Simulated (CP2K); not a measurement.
SiC:

```
Si C
1.0
     3.07569    0.00000    0.00000
    -1.53785    2.66363    0.00000
     0.00000    0.00000   10.07065
Si C
4 4
Cartesian
  0.0000 0.0000 1.8922
  0.0000 0.0000 6.9275
  0.0000 1.7758 4.4094
  1.5378 0.8879 9.4447
  0.0000 0.0000 0.0046
  0.0000 0.0000 5.0400
  0.0000 1.7758 2.5157
  1.5378 0.8879 7.5510
```

The cell is a database's computed one.

Base run:

```yaml
Program: CP2K 2026.2
Functional: OLYP
Potentials_or_basis: POTENTIAL_UZH Si GTH-PBE-q4, C GTH-PBE-q4; DZVP-MOLOPT-PBE-GTH basis
Density_cutoff: 9184 eV
k_mesh: 8 × 8 × 2
Occupations: fermi-dirac, width 0.05 eV
Spin: no spin polarisation
```

Its results: band gap on the k mesh 2.59 eV, indirect (least direct gap 3.70 eV); pressure -1.4 GPa.

Question: After a change of settings the same cell gave: band gap on the k mesh 2.33 eV, indirect (least direct gap 3.45 eV); pressure 2.3 GPa. Which change was it?
A. functional from OLYP to TPSS
B. functional from OLYP to HLE16
C. functional from OLYP to AM05

Answer: C.

Caveats: the potentials were made for another functional, which shifts forces and pressure; the basis of atomic orbitals isn't converged, which shifts pressures, moduli and gaps.

Runs at the PBE level aren't shown here.
